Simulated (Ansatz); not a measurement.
Input and command of a plane-wave DFT calculation in Ansatz:

```yaml
crystal:
  lattice:
    - [2.4650495083, 0.0, 0.0]
    - [-1.2325247542, 2.1347954958, 0.0]
    - [0.0, 0.0, 25.6987123419]
  atoms:
    - { symbol: C, position: [0.6666666667, 0.3333333333, 0.3307558716] }
    - { symbol: C, position: [0.3333333333, 0.6666666667, 0.3308185209] }
    - { symbol: C, position: [0.3333333333, 0.6666666667, 0.4610562199] }
    - { symbol: C, position: [0.0, 0.0, 0.4611188691] }
    - { symbol: C, position: [0.0, 0.0, 0.5913565682] }
    - { symbol: C, position: [0.6666666667, 0.3333333333, 0.5914192174] }
    - { symbol: H, position: [0.8333333333, 0.6666666667, 0.6225491818], spin: 1.0 }
basis:
  ecutwfc: 420
kpoints:
  mp_grid: { grid: [12, 12, 1] }
hamiltonian:
  xc: pbe
  dispersion: d3bj
scf:
  occupations: { method: gaussian, width: 0.05 }
output:
  forces: true
  eigenvalues: true
  populations: true
  write_density: true
  write_potential: true
  elf: true
  volumetric_format: npy
magnetization:
  spin_polarized: true
relax:
  adjacent_minimum: "off"
  f_tol: 0.03
  max_steps: 70
  constraints: [{ sites: [0, 1] }]
efield:
  axis: 3
  dipole_correction: true
  ramp_width: 0.04
```

```bash
ansatz run input.yaml --threads 1 --pin off --max-ram 2560MiB --backend cpu --events-out ev --progress --plain --runs-dir out
```

Processor: Arm Neoverse N1, 1 thread, on a host shared with other jobs.

Question: Estimate time, memory and problem size.

Answer: About 32 min on 1 thread of Arm Neoverse N1, with other jobs on the host, peak memory 0.75 GiB. It solves 20 bands at 43 k points (the mesh reduced by symmetry) with about 2551 plane waves, in 268 SCF iterations over 21 ionic steps.
